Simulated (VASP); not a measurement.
# BaS (Fm-3m) in VASP: notebook

Runs on BaS. Level: PBE. Tasks: single point, relaxation of cell and atoms.

All numbers are computed with VASP 6.6.1; they aren't measurements. Logs are shortened: lines on timing, memory, paths and dates and some standing lists are left out, and cuts for length are marked.

**What was measured.**

From a printed reference work, monograph, original work of 1988, for a bulk crystal of BaS at 2 K: band gap 3.806 eV (indirect).

How close the calculation comes is told below.

### 1 The cell of the first run

Symmetry: Fm-3m, No. 225, cubic system. Conventional cell: a = 6.549 Å, b = 6.549 Å, c = 6.549 Å, α = 90.00°, β = 90.00°, γ = 90.00°. Ba (site symmetry m-3m) has 6 S at 3.27 Å within 4.3 Å. Within 4.3 Å of S (site symmetry m-3m) lie 6 Ba at 3.27 Å.

### 2 Single point, PBE

The input, INCAR:

```
SYSTEM = BaS
PREC     = Accurate       ! precision mode
ENCUT    = 500            ! plane-wave cutoff, eV
EDIFF    = 1E-6           ! SCF threshold, eV
ISMEAR   = 0              ! smearing method
SIGMA    = 0.01           ! smearing width, eV
LREAL    = .FALSE.        ! projectors in reciprocal space
LASPH    = .TRUE.         ! aspherical terms in the spheres
NELM     = 120            ! most SCF steps
ALGO     = Normal         ! electronic algorithm
ISIF     = 2              ! what is computed and relaxed
LWAVE    = .FALSE.        ! write WAVECAR
LCHARG   = .FALSE.        ! write CHGCAR
GGA      = PE             ! functional
NBANDS   = 15             ! bands
GGA_COMPAT= .FALSE.
```

The input, KPOINTS:

```
regular mesh
0
G
  4 4 4
  0 0 0
```

The input, POSCAR:

```
BaS
1.0
    0.0000000000      3.2746769502      3.2746769502
    3.2746769502      0.0000000000      3.2746769502
    3.2746769502      3.2746769502      0.0000000000
Ba S
1 1
Direct
    0.0000000000      0.0000000000      0.0000000000
    0.5000000000      0.5000000000      0.5000000000
```

Potentials or basis: VASP PAW PBE potentials, release 64 (Ba_sv, S).

Started as:

```sh
cat potpaw_PBE.64/Ba_sv/POTCAR potpaw_PBE.64/S/POTCAR > POTCAR
mpirun -np 1 vasp_std > vasp.out
```

OUTCAR:

```text
SYSTEM = BaS
   PREC = Accurate
   ENCUT = 500
   EDIFF = 1E-6
   ISMEAR = 0
   LREAL = .FALSE.
   LASPH = .TRUE.
   NELM = 120
   ISIF = 2
   GGA = PE

 ion  position               nearest neighbor table
   1  0.000  0.000  0.000-   2 3.27   2 3.27   2 3.27   2 3.27   2 3.27   2 3.27
   2  0.500  0.500  0.500-   1 3.27   1 3.27   1 3.27   1 3.27   1 3.27   1 3.27

  LATTYP: Found a face centered cubic cell.
 ALAT       =     6.5493539004

  Lattice vectors:

 A1 = (   0.0000000000,   3.2746769502,   3.2746769502)
 A2 = (   3.2746769502,   0.0000000000,   3.2746769502)
 A3 = (   3.2746769502,   3.2746769502,   0.0000000000)

Analysis of symmetry for initial positions (statically):
=====================================================================
 Subroutine PRICEL returns:
 Original cell was already a primitive cell.

 Routine SETGRP: Setting up the symmetry group for a
 face centered cubic supercell.

 Subroutine GETGRP returns: Found 48 space group operations
 (whereof 48 operations were pure point group operations)
 out of a pool of 48 trial point group operations.

The static configuration has the point symmetry O_h .

Analysis of symmetry for dynamics (positions and initial velocities):
=====================================================================
 Subroutine PRICEL returns:
 Original cell was already a primitive cell.

 Routine SETGRP: Setting up the symmetry group for a
 face centered cubic supercell.

 Subroutine GETGRP returns: Found 48 space group operations
 (whereof 48 operations were pure point group operations)
 out of a pool of 48 trial point group operations.

The dynamic configuration has the point symmetry O_h .

 Subroutine INISYM returns: Found 48 space group operations
 (whereof 48 operations are pure point group operations),
 and found     1 'primitive' translations

----------------------------------------------------------------------------------------

                                     Primitive cell

  volume of cell :      70.2321

  direct lattice vectors                    reciprocal lattice vectors
     0.000000000  3.274676950  3.274676950    -0.152686817  0.152686817  0.152686817
     3.274676950  0.000000000  3.274676950     0.152686817 -0.152686817  0.152686817
     3.274676950  3.274676950  0.000000000     0.152686817  0.152686817 -0.152686817

  length of vectors
     4.631092555  4.631092555  4.631092555     0.264461325  0.264461325  0.264461325

  position of ions in fractional coordinates (direct lattice)
     0.000000000  0.000000000  0.000000000
     0.500000000  0.500000000  0.500000000

  ion indices of the primitive-cell ions
   primitive index   ion index
                 1           1
                 2           2

----------------------------------------------------------------------------------------

 KPOINTS: regular mesh

Automatic generation of k-mesh.
 Grid dimensions read from file:
 generate k-points for:    4    4    4

 Generating k-lattice:

  Cartesian coordinates                     Fractional coordinates (reciprocal lattice)
    -0.038171704  0.038171704  0.038171704     0.250000000  0.000000000  0.000000000
     0.038171704 -0.038171704  0.038171704     0.000000000  0.250000000  0.000000000
     0.038171704  0.038171704 -0.038171704     0.000000000  0.000000000  0.250000000

  Length of vectors
     0.066115331  0.066115331  0.066115331

  Shift w.r.t. Gamma in fractional coordinates (k-lattice)
     0.000000000  0.000000000  0.000000000

 Subroutine IBZKPT returns following result:
 ===========================================

 Found      8 irreducible k-points:

 Following reciprocal coordinates:
            Coordinates               Weight
  0.000000  0.000000  0.000000      1.000000
  0.250000  0.000000  0.000000      8.000000
  0.500000  0.000000  0.000000      4.000000
  0.250000  0.250000  0.000000      6.000000
  0.500000  0.250000  0.000000     24.000000
 -0.250000  0.250000  0.000000     12.000000
  0.500000  0.500000  0.000000      3.000000
 -0.250000  0.500000  0.250000      6.000000
   k-points           NKPTS =      8   k-points in BZ     NKDIM =      8   number of bands    NBANDS=     15
   number of dos      NEDOS =    301   number of ions     NIONS =      2
   total plane-waves  NPLWV =  46656
   dimension x,y,z NGX =    36 NGY =   36 NGZ =   36
   dimension x,y,z NGXF=    72 NGYF=   72 NGZF=   72
   ions per type =               1   1
   NGX,Y,Z   is equivalent  to a cutoff of  12.92, 12.92, 12.92 a.u.
   NGXF,Y,Z  is equivalent  to a cutoff of  25.85, 25.85, 25.85 a.u.
 SYSTEM =  BaS
   PREC   = accura    normal or accurate (medium, high low for compatibility)
   ISTART =      0    job   : 0-new  1-cont  2-samecut
   ICHARG =      2    charge: 1-file 2-atom 10-const
   ISPIN  =      1    spin polarized calculation?
   LNONCOLLINEAR =      F non collinear calculations
   LSORBIT =      F    spin-orbit coupling
   LASPH  =      T    aspherical Exc in radial PAW
   ENCUT  =  500.0 eV  36.75 Ry    6.06 a.u.   8.44  8.44  8.44*2*pi/ulx,y,z
   NELM   =    120;   NELMIN=  2; NELMDL= -5     # of ELM steps
   EDIFF  = 0.1E-05   stopping-criterion for ELM
   LREAL  =      F    real-space projection
   EDIFFG = 0.1E-04   stopping-criterion for IOM
   NSW    =      0    number of steps for IOM
   IBRION =     -1    ionic relax: 0-MD 1-quasi-New 2-CG
   NFREE  =      0    steps in history (QN), initial steepest desc. (CG)
   ISIF   =      2    stress and relaxation
   ISYM   =      2    0-nonsym 1-usesym 2-fastsym
   POTIM  = 0.5000    time-step for ionic-motion
   TEBEG  =    0.0;   TEEND  =   0.0 temperature during run
   PSTRESS=    0.0 pullay stress
   NELECT =      16.0000    total number of electrons
   NUPDOWN=      -1.0000    fix difference up-down
   EMIN   =  10.00;   EMAX   =-10.00  energy-range for DOS
   EFERMI =   0.00;   METHOD = LEGACY
   ISMEAR =     0;   SIGMA  =   0.01  broadening in eV -4-tet -1-fermi 0-gaus
   EFERMI_NEDOS =   21; number of points for ismear=-14 and -15
   IALGO  =     38    algorithm
   IMIX   =      4    mixing-type and parameters
     AMIX     =   0.40;   BMIX     =  1.00
     AMIX_MAG =   1.60;   BMIX_MAG =  1.00
  volume/ion in A,a.u.               =      35.12       236.97
  Fermi-wavevector in a.u.,A,eV,Ry     =   0.999853  1.889449 13.601839  0.999707
  Thomas-Fermi vector in A             =   2.132171
   LORBIT       =      0    0 simple, 1 ext, 2 COOP (PROOUT), +10 PAW based schemes
   GGA     = PE    functional components
   LHFCALC =     F    Hartree Fock is set to
   AEXX    =    0.0000 exact exchange contribution
   IVDW    =     0    specifies the selected vdW correction
   LEPSILON=     F    determine dielectric tensor
   LRPA    =     F    only Hartree local field effects (RPA)
 non-spin polarized calculation
 Gauss-broadening in eV      SIGMA  =   0.01
  energy-cutoff  :      500.00
  volume of cell :       70.23
 maximum number of plane-waves:      1812
 NGX is ok and might be reduce to    36
   NGX = 17   NGY = 17   NGZ = 17

 number of electron      15.9999999 magnetization

 Free energy of the ion-electron system (eV)
  ---------------------------------------------------
  ext. energy  EPLUGINS =         0.00000000
  ---------------------------------------------------
  free energy    TOTEN  =       -10.17497728 eV

  energy without entropy =      -10.17497728  energy(sigma->0) =      -10.17497728

 E-fermi :   1.2206     XC(G=0):  -8.3169

 val. band max:        1.0879635331   @ k =   0.0000   0.0000   0.0000
 cond. band min:       3.3016331157   @ k =   0.5000   0.5000   0.0000
 fundamental gap:      2.2136695825
 Fermi energy:         1.2205683990

 k-point     1 :       0.0000    0.0000    0.0000
  band No.  band energies     occupation
      1     -25.2423      2.00000
      2     -10.3028      2.00000
      3     -10.3028      2.00000
      4     -10.3028      2.00000
      5      -9.1602      2.00000
      6       1.0880      2.00000
      7       1.0880      2.00000
      8       1.0880      2.00000
      9       4.3307      0.00000
     10       4.9287      0.00000
     11       4.9287      0.00000
     12       4.9287      0.00000
     13       5.7781      0.00000
     14       5.7781      0.00000
     15       9.6815      0.00000

 k-point     2 :       0.2500    0.0000    0.0000
  band No.  band energies     occupation
      1     -25.2272      2.00000
      2     -10.8058      2.00000
      3     -10.3186      2.00000
      4     -10.3186      2.00000
      5      -8.6110      2.00000
      6       0.0262      2.00000
      7       0.5441      2.00000
      8       0.5441      2.00000
      9       5.1070      0.00000
     10       5.7366      0.00000
     11       5.7366      0.00000
     12       6.0477      0.00000
     13       7.1950      0.00000
     14       7.1950      0.00000
     15      11.2660      0.00000

 k-point     3 :       0.5000    0.0000    0.0000
  band No.  band energies     occupation
      1     -25.2120      2.00000
      2     -11.1326      2.00000
      3     -10.3341      2.00000
      4     -10.3341      2.00000
      5      -8.2337      2.00000
      6      -0.6928      2.00000
      7       0.1357      2.00000
      8       0.1357      2.00000
      9       6.3687      0.00000
     10       6.5427      0.00000
     11       7.1004      0.00000
     12       7.1004      0.00000
     13       9.4268      0.00000
     14       9.4268      0.00000
     15       9.8253      0.00000
[... 55 lines left out ...]
 k-point     7 :       0.5000    0.5000    0.0000
  band No.  band energies     occupation
      1     -25.2029      2.00000
      2     -10.6666      2.00000
      3     -10.4467      2.00000
      4     -10.4467      2.00000
      5      -9.0622      2.00000
      6       0.4942      2.00000
      7       0.9183      2.00000
      8       0.9183      2.00000
      9       3.3016      0.00000
     10       6.6685      0.00000
     11       6.8151      0.00000
     12       8.1725      0.00000
     13       8.1725      0.00000
     14       8.2922      0.00000
     15       9.2167      0.00000

 k-point     8 :      -0.2500    0.5000    0.2500
  band No.  band energies     occupation
      1     -25.2026      2.00000
      2     -10.6580      2.00000
      3     -10.5583      2.00000
      4     -10.5583      2.00000
      5      -8.7041      2.00000
      6       0.0813      2.00000
      7       0.5662      2.00000
      8       0.5662      2.00000
      9       5.2921      0.00000
     10       5.2921      0.00000
     11       6.9990      0.00000
     12       7.6311      0.00000
     13       8.1908      0.00000
     14       9.9465      0.00000
     15      11.1577      0.00000

------------------------ aborting loop because EDIFF is reached ----------------------------------------

  FORCE on cell =-STRESS in cart. coord.  units (eV):
  Direction    XX          YY          ZZ          XY          YZ          ZX
  --------------------------------------------------------------------------------------
  -------------------------------------------------------------------------------------
  Total       -0.6973163     -0.6973163     -0.6973163      0.0000000      0.0000000      0.0000000
  in kB      -15.9076126    -15.9076126    -15.9076126      0.0000000      0.0000000      0.0000000
  external PRESSURE =     -15.9076126 kB  Pullay stress =       0.0000000 kB

 VOLUME and BASIS-vectors are now :
 -----------------------------------------------------------------------------
  energy-cutoff  :      500.00
  volume of cell :       70.23
      direct lattice vectors                 reciprocal lattice vectors
     0.000000000  3.274676950  3.274676950    -0.152686817  0.152686817  0.152686817
     3.274676950  0.000000000  3.274676950     0.152686817 -0.152686817  0.152686817
     3.274676950  3.274676950  0.000000000     0.152686817  0.152686817 -0.152686817

 POSITION                                       TOTAL-FORCE (eV/Angst)
 -----------------------------------------------------------------------------------
      0.00000      0.00000      0.00000        -0.000000     -0.000000     -0.000000
      3.27468      3.27468      3.27468         0.000000      0.000000      0.000000
 -----------------------------------------------------------------------------------
    total drift:                                0.000000      0.000000      0.000000

  FREE ENERGIE OF THE ION-ELECTRON SYSTEM (eV)
  ---------------------------------------------------
  free  energy   TOTEN  =       -10.1749772829 eV

  energy  without entropy=      -10.1749772829  energy(sigma->0) =      -10.17497728
```

Run time: 21 s. Hardware: 1 thread of Intel Xeon 8259CL, shared host; peak memory 0.2 GiB.

What came out:

| Item | Value |
| --- | --- |
| Free energy | -10.1750 eV |
| Pressure | -1.6 GPa |
| Band gap on the k mesh | 2.21 eV, indirect (least direct gap 2.38 eV) |

Caveat: spin-orbit coupling is left out, which moves the levels of the heavy elements.

### 3 Relaxation of cell and atoms, PBE, target pressure -2 GPa, at which the enthalpy is minimised

This run uses another cell than the first one, of 32.58 Å³/atom, 0.928 times its volume.

The input, INCAR:

```
SYSTEM = BaS
PREC = Accurate
ENCUT = 500
EDIFF = 1E-7
ISMEAR = 0
SIGMA = 0.01
LREAL = .FALSE.
LASPH = .TRUE.
NELM = 120
ALGO = Normal
ISIF = 3
LWAVE = .FALSE.
LCHARG = .FALSE.
GGA = PE
IBRION = 2
NSW = 80
EDIFFG = -0.02
PSTRESS = -20.0
GGA_COMPAT = .FALSE.
NELMIN = 4
```

The input, KPOINTS:

```
Automatic mesh
0
G
  4 4 4
  0 0 0
```

The input, POSCAR:

```
BaS
1.0
    0.0000000000      3.1937500000      3.1937500000
    3.1937500000      0.0000000000      3.1937500000
    3.1937500000      3.1937500000      0.0000000000
Ba S
1 1
Direct
    0.0000000000      0.0000000000      0.0000000000
    0.5000000000      0.5000000000      0.5000000000
```

Potentials or basis: VASP PAW PBE potentials, release 64 (Ba_sv, S).

Started as:

```sh
cat potpaw_PBE.64/Ba_sv/POTCAR potpaw_PBE.64/S/POTCAR > POTCAR
mpirun -np 1 vasp_std > vasp.out
```

Run time: 50 s. Hardware: 1 thread of Intel Xeon 8259CL, shared host; peak memory 0.21 GiB.

Results (log left out):

```
Free energy                                            : -10.1646 eV
Relaxed volume                                         : 35.54 Å³/atom
Relaxed cell                                           : a = 4.650 Å, b = 4.650 Å, c = 4.650 Å, α = 60.00°, β = 60.00°, γ = 60.00°
Space group after relaxing (to 0.05 Å)                 : Fm-3m (No. 225)
Energy change on relaxing (the enthalpy is what falls) : +7.4 meV/atom
Ionic steps                                            : 3
Pressure after relaxing                                : -2.0 GPa
Band gap on the k mesh                                 : 2.23 eV, indirect (least direct gap 2.40 eV)
```

Step by step:
```
step  energy change (eV)  largest force (eV/Å)  pressure (GPa)  volume (Å³)
   1              0.0000                0.0000            1.46        65.15
   2              0.0278                0.0000           -2.40        72.02
   3              0.0149                0.0000           -1.99        71.08
```

Final structure:
```cif
data_structure
_symmetry_space_group_name_H-M 'P 1'
_symmetry_Int_Tables_number 1
_cell_length_a 4.6496
_cell_length_b 4.6496
_cell_length_c 4.6496
_cell_angle_alpha 60.000
_cell_angle_beta 60.000
_cell_angle_gamma 60.000
_cell_volume 71.08
loop_
_atom_site_label
_atom_site_type_symbol
_atom_site_fract_x
_atom_site_fract_y
_atom_site_fract_z
_atom_site_occupancy
Ba1 Ba 0.00000 0.00000 0.00000 1
S1 S 0.50000 0.50000 0.50000 1
```

Levels at points of the mesh, in eV from the valence-band top:
| k point | band 5 | band 6 | band 7 | band 8 | band 9 | band 10 | band 11 | band 12 |
| --- | --- | --- | --- | --- | --- | --- | --- | --- |
| (0.00, 0.00, 0.00) | -10.23 | 0.00 | 0.00 | 0.00 | 3.19 | 3.83 | 3.83 | 3.83 |
| (0.50, 0.00, 0.00) | -9.35 | -1.76 | -0.93 | -0.93 | 5.24 | 5.42 | 5.97 | 5.97 |
| (0.50, 0.50, 0.00) | -10.13 | -0.60 | -0.17 | -0.17 | 2.23 | 5.51 | 5.69 | 7.02 |

Caveat: the k points lie up to 0.41 Å⁻¹ apart in the final cell; the cell is relaxed towards a set pressure, so the enthalpy falls and the energy may rise; spin-orbit coupling is left out, which moves the levels of the heavy elements. PBE usually gives volumes a little too large and moduli too small.

(Part 1 of 2 ends here.)
